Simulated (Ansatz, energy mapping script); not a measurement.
# MnS (Browneite): exchange against U, a fit and a prediction

The largest fitted coupling of MnS (Browneite) was obtained at several values of U. Fit a simple law to all rows but one, and predict the row left out.

Calculated with Ansatz 0.2.0; PBE+U; plane waves, U on orthogonalised atomic orbitals unless named otherwise, collinear spin, no spin–orbit coupling.

## (1) The structure

Symmetry: F-43m, No. 216, cubic system. The conventional cell has a = 5.600 Å, b = 5.600 Å, c = 5.600 Å, α = 90.00°, β = 90.00°, γ = 90.00°. Nearest to Mn lie 4 S at 2.42 Å. Nearest to S lie 4 Mn at 2.42 Å. Farther neighbours and most contacts between anions are not listed.

## (2) One run of the series

File input.yaml:

```yaml
crystal:
  lattice:
    - [0.0, -2.8, -2.8]
    - [0.0, 2.8, -2.8]
    - [5.6, 0.0, 0.0]
  atoms:
    - { symbol: Mn, position: [0.5, 0.5, 0.5], spin: 4.5 }
    - { symbol: Mn, position: [0.0, 0.0, 0.0], spin: -4.5 }
    - { symbol: S, position: [0.0, 0.5, 0.75] }
    - { symbol: S, position: [0.5, 0.0, 0.25] }
magnetization:
  spin_polarized: true
kpoints:
  mp_grid: { grid: [7, 7, 5] }
hamiltonian:
  xc: pbe
  hubbard:
    sites:
      - { species: Mn, l: d, u_eff: 1.32 }
      - { site: 0, l: d, u_eff: 1.32, starting_ns: [{ spin: up, occupation_matrix: mn1_major }, { spin: down, occupation_matrix: mn1_minor }] }
      - { site: 1, l: d, u_eff: 1.32, starting_ns: [{ spin: up, occupation_matrix: mn1_minor }, { spin: down, occupation_matrix: mn1_major }] }
    projectors: ortho-atomic
    occupation_matrices:
      mn1_major:
        matrix:
          - [0.995, 0.0, 0.0, 0.0, 0.0]
          - [0.0, 0.99, 0.0, 0.0, 0.0]
          - [0.0, 0.0, 0.99, 0.0, 0.0]
          - [0.0, 0.0, 0.0, 0.995, 0.0]
          - [0.0, 0.0, 0.0, 0.0, 0.99]
      mn1_minor:
        matrix:
          - [0.034, 0.0, 0.0, 0.0, 0.0]
          - [0.0, 0.103, 0.0, 0.0, 0.0]
          - [0.0, 0.0, 0.103, 0.0, 0.0]
          - [0.0, 0.0, 0.0, 0.034, 0.0]
          - [0.0, 0.0, 0.0, 0.0, 0.103]
scf:
  occupations: { method: fermi_dirac, width: 0.05 }
output:
  eigenvalues: true
  write_density: true
  write_potential: true
  elf: true
  volumetric_format: npy
```

On the command line:

```sh
$ ansatz run input.yaml --threads 4 --pin off --max-ram 8192MiB --backend cpu --events-out ev --progress --plain --runs-dir out
```

Numbers of over 12 decimals in the logs are rounded to 6 here.

Output:

```text
Engine: ansatz 0.2.0, aarch64-unknown-linux-gnu
Pseudopotentials: kind: paw
Pseudopotential: Mn, paw, valence charge 15, recommended cutoff 420 eV (normal), Mn.paw.azcp
Pseudopotential: S, paw, valence charge 6, recommended cutoff 420 eV (normal), S.paw.azcp
Functional definition: PBE
  parameter kappa = 0.804
  parameter beta = 0.066725
  exchange = pbe_x(kappa = kappa, mu = beta*pi^2/3)
[...]
k-point 0 ↑: bands = [... 17 lower, 4.0666, 5.7118, 6.2602, 6.2602, 8.6007, 9.0224, 9.0528, 9.3526, ... 6 higher]
  k-point 1 ↑: bands = [... 17 lower, 4.0667, 5.6267, 6.2924, 6.2924, 8.7875, 9.0188, 9.0503, 9.8226, ... 6 higher]
  k-point 2 ↑: bands = [... 17 lower, 4.0734, 5.5349, 6.3477, 6.3477, 8.9186, 9.0464, 9.3964, 9.8751, ... 6 higher]
  k-point 29 ↓: bands = [... 17 lower, 4.1939, 4.5331, 4.7630, 4.9863, 8.5786, 8.5963, 9.1005, 9.1933, ... 6 higher]
Occupation matrices written to <dir>
[key lines of the parts left out:]
SCF converged after 12 iterations
Magnetization: -0.0000 μB (21.0000 up, 21.0000 down)
Free energy (F): -9603.562843 eV
Fermi energy:    7.369912 eV
```

Elapsed: 7.6 s, on 4 threads of Arm Neoverse V1, shared host; peak memory 0.44 GiB.

At each step 4 orders with opposed moments are measured from the parallel order and fitted to E = −Σ J e·e over ordered pairs of unit vectors. The series follows the Mn–Mn pairs, 3.96 Å apart in the run shown.

## (3) The series

| U (eV) | J (meV) | largest moment (μB) |
| --- | --- | --- |
| 1.32 | -13.1 | 4.26 |
| 2.64 | ? | ? |
| 4.4 | -5.93 | 4.36 |
| 5.6 | -4.37 | 4.40 |
| 8 | -2.33 | 4.44 |

Wanted: J at U = 2.64.

## (4) The fit

The simplest form of superexchange, t²/(U + Δ), with Δ an offset, makes 1/|J| a straight line in U. Fitted as straight lines, ln|J| holds these rows better than 1/|J|, so take it as an empirical form: ln|J| = a + b U.

| x | y | x − x̄ | y − ȳ | fit |
| --- | --- | --- | --- | --- |
| 1.32 | 2.573 | -3.51 | 0.904 | 2.575 |
| 4.4 | 1.780 | -0.430 | 0.112 | 1.779 |
| 5.6 | 1.475 | 0.770 | -0.194 | 1.469 |
| 8 | 0.8459 | 3.17 | -0.822 | 0.8496 |

With x̄ = 4.83 and ȳ = 1.668, least squares gives b = Σ(x − x̄)(y − ȳ)/Σ(x − x̄)² = -0.2583 and a = ȳ − b x̄ = 2.916. At x = 2.64 the line gives y = 2.234, so J = -9.34 meV.

## (5) Summary of results

```
J predicted by the fit : -9.34 meV
J of the withheld step : -9.29 meV
```

What this shows: The fit predicts -9.34 meV and the withheld step gave -9.29 meV, a miss of 0.05 meV. The line holds the rows used within 1 % of the largest J. J shrinks by a factor of 1.29 for each eV of U on average over this range. The series was picked because its coupling changes steadily.

[Logs and program files are shortened in this print: banners, set-up blocks, solver, clock and traceback lines can be left out without a mark of their own.]

[Logs are printed without paths, hosts, clocks, repeated set-up lines and the standing remarks that a program may print on its own settings, such as how far it seeks lower states.]

[Hosts, paths, dates, database ids (printed as entryN), source tags and the programs' standing remarks are cut or masked in the printed files.]

[Where a cell is said to come from a database of computed structures, the database is the Materials Project.]
